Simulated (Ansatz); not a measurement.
Structure types of HfN were relaxed at one common pressure (all-electron LAPW in Ansatz 0.2.0 under PBE, scalar-relativistic, no spin polarisation, zero temperature). They take these volumes:

```json
{"type": "rocksalt", "space group": "Fm-3m", "V (Å³/atom)": "10.95"}
{"type": "CsCl", "space group": "Pm-3m", "V (Å³/atom)": "10.42"}
{"type": "WC", "space group": "P-6m2", "V (Å³/atom)": "11.19"}
{"type": "NiAs", "space group": "P6_3/mmc", "V (Å³/atom)": "11.32"}
{"type": "zincblende", "space group": "F-43m", "V (Å³/atom)": "13.50"}
```

**Question.** At about which pressure, and is the densest type also the lowest in enthalpy?

**Answer.** 22 GPa. The densest is CsCl, and it is 919 meV/atom above rocksalt: its gain in pV doesn't pay for its higher energy here.
